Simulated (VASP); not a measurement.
# HgTe (Coloradoite) (F-43m) in VASP: further runs, part 2 of 2

VASP 6.6.1.

## 3. Single point, PBE

INCAR reads:

```
PREC = Accurate
ENCUT = 520
EDIFF = 1E-7
ISMEAR = 0
SIGMA = 0.028000000000000004
LREAL = False
LASPH = True
NELM = 60
ALGO = Normal
ISIF = 2
LWAVE = False
LCHARG = False
GGA = PE
```

KPOINTS reads:

```
Automatic mesh
0
Gamma
  7 7 7
```

POSCAR reads:

```
HgTe
1.0
    0.0000000000      3.2145000000      3.2145000000
    3.2145000000      0.0000000000      3.2145000000
    3.2145000000      3.2145000000      0.0000000000
Hg Te
1 1
Direct
    0.0000000000      0.0000000000      0.0000000000
    0.7500000000      0.7500000000      0.7500000000
```

Potentials or basis: VASP PAW PBE potentials, release 64 (Hg, Te).

On the command line:

```
> cat potpaw_PBE.64/Hg/POTCAR potpaw_PBE.64/Te/POTCAR > POTCAR
> mpirun -np 1 vasp_std > vasp.out
```

OUTCAR:

```text
PREC = Accurate
   ENCUT = 520
   EDIFF = 1E-7
   ISMEAR = 0
   LREAL = False
   LASPH = True
   NELM = 60
   ISIF = 2
   GGA = PE

 ion  position               nearest neighbor table
   1  0.000  0.000  0.000-   2 2.78   2 2.78   2 2.78   2 2.78
   2  0.750  0.750  0.750-   1 2.78   1 2.78   1 2.78   1 2.78

  LATTYP: Found a face centered cubic cell.
 ALAT       =     6.4290000000

  Lattice vectors:

 A1 = (   0.0000000000,   3.2145000000,   3.2145000000)
 A2 = (   3.2145000000,   0.0000000000,   3.2145000000)
 A3 = (   3.2145000000,   3.2145000000,   0.0000000000)

Analysis of symmetry for initial positions (statically):
=====================================================================
 Subroutine PRICEL returns:
 Original cell was already a primitive cell.

 Routine SETGRP: Setting up the symmetry group for a
 face centered cubic supercell.

 Subroutine GETGRP returns: Found 24 space group operations
 (whereof 24 operations were pure point group operations)
 out of a pool of 48 trial point group operations.

The static configuration has the point symmetry T_d .

Analysis of symmetry for dynamics (positions and initial velocities):
=====================================================================
 Subroutine PRICEL returns:
 Original cell was already a primitive cell.

 Routine SETGRP: Setting up the symmetry group for a
 face centered cubic supercell.

 Subroutine GETGRP returns: Found 24 space group operations
 (whereof 24 operations were pure point group operations)
 out of a pool of 48 trial point group operations.

The dynamic configuration has the point symmetry T_d .

 Subroutine INISYM returns: Found 24 space group operations
 (whereof 24 operations are pure point group operations),
 and found     1 'primitive' translations

----------------------------------------------------------------------------------------

                                     Primitive cell

  volume of cell :      66.4309

  direct lattice vectors                    reciprocal lattice vectors
     0.000000000  3.214500000  3.214500000    -0.155545186  0.155545186  0.155545186
     3.214500000  0.000000000  3.214500000     0.155545186 -0.155545186  0.155545186
     3.214500000  3.214500000  0.000000000     0.155545186  0.155545186 -0.155545186

  length of vectors
     4.545989496  4.545989496  4.545989496     0.269412165  0.269412165  0.269412165

  position of ions in fractional coordinates (direct lattice)
     0.000000000  0.000000000  0.000000000
     0.750000000  0.750000000  0.750000000

  ion indices of the primitive-cell ions
   primitive index   ion index
                 1           1
                 2           2

----------------------------------------------------------------------------------------

 KPOINTS: Automatic mesh

Automatic generation of k-mesh.
 Grid dimensions read from file:
 generate k-points for:    7    7    7

 Generating k-lattice:

  Cartesian coordinates                     Fractional coordinates (reciprocal lattice)
    -0.022220741  0.022220741  0.022220741     0.142857143  0.000000000  0.000000000
     0.022220741 -0.022220741  0.022220741     0.000000000  0.142857143  0.000000000
     0.022220741  0.022220741 -0.022220741     0.000000000  0.000000000  0.142857143
[... 35 lines left out ...]
   number of dos      NEDOS =    301   number of ions     NIONS =      2
   total plane-waves  NPLWV =  46656
   dimension x,y,z NGX =    36 NGY =   36 NGZ =   36
   dimension x,y,z NGXF=    72 NGYF=   72 NGZF=   72
   ions per type =               1   1
   NGX,Y,Z   is equivalent  to a cutoff of  13.17, 13.17, 13.17 a.u.
   NGXF,Y,Z  is equivalent  to a cutoff of  26.33, 26.33, 26.33 a.u.
 SYSTEM =  unknown system
   PREC   = accura    normal or accurate (medium, high low for compatibility)
   ISTART =      0    job   : 0-new  1-cont  2-samecut
   ICHARG =      2    charge: 1-file 2-atom 10-const
   ISPIN  =      1    spin polarized calculation?
   LNONCOLLINEAR =      F non collinear calculations
   LSORBIT =      F    spin-orbit coupling
   LASPH  =      T    aspherical Exc in radial PAW
   ENCUT  =  520.0 eV  38.22 Ry    6.18 a.u.   8.45  8.45  8.45*2*pi/ulx,y,z
   NELM   =     60;   NELMIN=  2; NELMDL= -5     # of ELM steps
   EDIFF  = 0.1E-06   stopping-criterion for ELM
   LREAL  =      F    real-space projection
   EDIFFG = 0.1E-05   stopping-criterion for IOM
   NSW    =      0    number of steps for IOM
   IBRION =     -1    ionic relax: 0-MD 1-quasi-New 2-CG
   NFREE  =      0    steps in history (QN), initial steepest desc. (CG)
   ISIF   =      2    stress and relaxation
   ISYM   =      2    0-nonsym 1-usesym 2-fastsym
   POTIM  = 0.5000    time-step for ionic-motion
   TEBEG  =    0.0;   TEEND  =   0.0 temperature during run
   PSTRESS=    0.0 pullay stress
   NELECT =      18.0000    total number of electrons
   NUPDOWN=      -1.0000    fix difference up-down
   EMIN   =  10.00;   EMAX   =-10.00  energy-range for DOS
   EFERMI =   0.00;   METHOD = LEGACY
   ISMEAR =     0;   SIGMA  =   0.03  broadening in eV -4-tet -1-fermi 0-gaus
   EFERMI_NEDOS =   21; number of points for ismear=-14 and -15
   IALGO  =     38    algorithm
   IMIX   =      4    mixing-type and parameters
     AMIX     =   0.40;   BMIX     =  1.00
     AMIX_MAG =   1.60;   BMIX_MAG =  1.00
  volume/ion in A,a.u.               =      33.22       224.15
  Fermi-wavevector in a.u.,A,eV,Ry     =   1.059357  2.001894 15.268958  1.122237
  Thomas-Fermi vector in A             =   2.194699
   LORBIT       =      0    0 simple, 1 ext, 2 COOP (PROOUT), +10 PAW based schemes
   GGA     = PE    functional components
   LHFCALC =     F    Hartree Fock is set to
   AEXX    =    0.0000 exact exchange contribution
   IVDW    =     0    specifies the selected vdW correction
   LEPSILON=     F    determine dielectric tensor
   LRPA    =     F    only Hartree local field effects (RPA)
 non-spin polarized calculation
 Gauss-broadening in eV      SIGMA  =   0.03
  energy-cutoff  :      520.00
  volume of cell :       66.43
 maximum number of plane-waves:      1808
 NGX is ok and might be reduce to    36
   NGX = 17   NGY = 17   NGZ = 17

 number of electron      18.0000000 magnetization

 Free energy of the ion-electron system (eV)
  ---------------------------------------------------
  ext. energy  EPLUGINS =         0.00000000
  ---------------------------------------------------
  free energy    TOTEN  =        -3.55131076 eV

  energy without entropy =       -3.55118484  energy(sigma->0) =       -3.55124780

 E-fermi :   3.2835     XC(G=0):  -8.8171

 val. band max:        3.2749344549   @ k =   0.0000   0.0000   0.0000
 cond. band min:       4.0012658958   @ k =   0.4286   0.0000   0.0000
 fundamental gap:      0.7263314409
 Fermi energy:         3.2834624083

 k-point     1 :       0.0000    0.0000    0.0000
  band No.  band energies     occupation
      1      -8.8312      2.00000
      2      -4.1792      2.00000
      3      -4.1792      2.00000
      4      -4.1792      2.00000
      5      -3.6296      2.00000
      6      -3.6296      2.00000
      7       2.5885      2.00000
      8       3.2749      1.33333
      9       3.2749      1.33333
     10       3.2749      1.33333
     11       7.4725      0.00000
     12       7.4725      0.00000
     13       7.4725      0.00000
[... 290 lines left out ...]
  band No.  band energies     occupation
      1      -8.0492      2.00000
      2      -3.9654      2.00000
      3      -3.9077      2.00000
      4      -3.7002      2.00000
      5      -3.6434      2.00000
      6      -3.0521      2.00000
      7      -2.2804      2.00000
      8       0.3220      2.00000
      9       1.0547      2.00000
     10       6.1238      0.00000
     11       7.7096      0.00000
     12       8.9499      0.00000
     13       9.8408      0.00000

------------------------ aborting loop because EDIFF is reached ----------------------------------------

  FORCE on cell =-STRESS in cart. coord.  units (eV):
  Direction    XX          YY          ZZ          XY          YZ          ZX
  --------------------------------------------------------------------------------------
  -------------------------------------------------------------------------------------
  Total        1.9249812      1.9249812      1.9249812      0.0000000      0.0000000     -0.0000000
  in kB       46.4265906     46.4265906     46.4265906      0.0000000      0.0000000     -0.0000000
  external PRESSURE =      46.4265906 kB  Pullay stress =       0.0000000 kB

 VOLUME and BASIS-vectors are now :
 -----------------------------------------------------------------------------
  energy-cutoff  :      520.00
  volume of cell :       66.43
      direct lattice vectors                 reciprocal lattice vectors
     0.000000000  3.214500000  3.214500000    -0.155545186  0.155545186  0.155545186
     3.214500000  0.000000000  3.214500000     0.155545186 -0.155545186  0.155545186
     3.214500000  3.214500000  0.000000000     0.155545186  0.155545186 -0.155545186

 POSITION                                       TOTAL-FORCE (eV/Angst)
 -----------------------------------------------------------------------------------
      0.00000      0.00000      0.00000        -0.000000     -0.000000     -0.000000
      4.82175      4.82175      4.82175         0.000000      0.000000      0.000000
 -----------------------------------------------------------------------------------
    total drift:                                0.000000      0.000000      0.000000

  FREE ENERGIE OF THE ION-ELECTRON SYSTEM (eV)
  ---------------------------------------------------
  free  energy   TOTEN  =        -3.5513107648 eV

  energy  without entropy=       -3.5511848364  energy(sigma->0) =       -3.55124780
```

OSZICAR:

```text
N       E                     dE             d eps       ncg     rms          rms(c)
DAV:   1     0.107750687858E+03    0.10775E+03   -0.82753E+03   536   0.120E+03
DAV:   2     0.901706390776E+00   -0.10685E+03   -0.10010E+03   565   0.263E+02
DAV:   3    -0.372054428340E+01   -0.46223E+01   -0.45999E+01   660   0.568E+01
DAV:   4    -0.376661020079E+01   -0.46066E-01   -0.46050E-01   696   0.525E+00
DAV:   5    -0.376706507379E+01   -0.45487E-03   -0.45487E-03   630   0.406E-01    0.796E+00
DAV:   6    -0.355977813221E+01    0.20729E+00   -0.50654E-01   595   0.107E+01    0.630E+00
DAV:   7    -0.355220316349E+01    0.75750E-02   -0.11808E-01   575   0.275E+00    0.226E+00
DAV:   8    -0.355124571241E+01    0.95745E-03   -0.12618E-02   545   0.154E+00    0.648E-01
DAV:   9    -0.355126746648E+01   -0.21754E-04   -0.85380E-04   610   0.378E-01    0.156E-01
DAV:  10    -0.355129682135E+01   -0.29355E-04   -0.98705E-05   602   0.100E-01    0.579E-02
DAV:  11    -0.355131358438E+01   -0.16763E-04   -0.47032E-05   550   0.627E-02    0.442E-02
DAV:  12    -0.355131110007E+01    0.24843E-05   -0.61042E-06   605   0.264E-02    0.223E-02
DAV:  13    -0.355131096639E+01    0.13368E-06   -0.63850E-07   590   0.479E-03    0.103E-02
DAV:  14    -0.355131074467E+01    0.22172E-06   -0.49709E-07   608   0.807E-03    0.362E-03
DAV:  15    -0.355131076477E+01   -0.20103E-07   -0.50395E-08   270   0.181E-03
   1 F= -.35513108E+01 E0= -.35512478E+01  d E =-.125928E-03
```

Run time: 17 s. Hardware: 1 thread of Intel Xeon Platinum 8488C (Sapphire Rapids), shared host; peak memory 0.2 GiB.

Results:

| Item | Value |
| --- | --- |
| Free energy | -3.5513 eV |
| Pressure | 4.6 GPa |
| Band gap on the k mesh | none (metal or under the smearing width) |

The run has no spin-orbit coupling, so splittings on Hg, Te are missing.
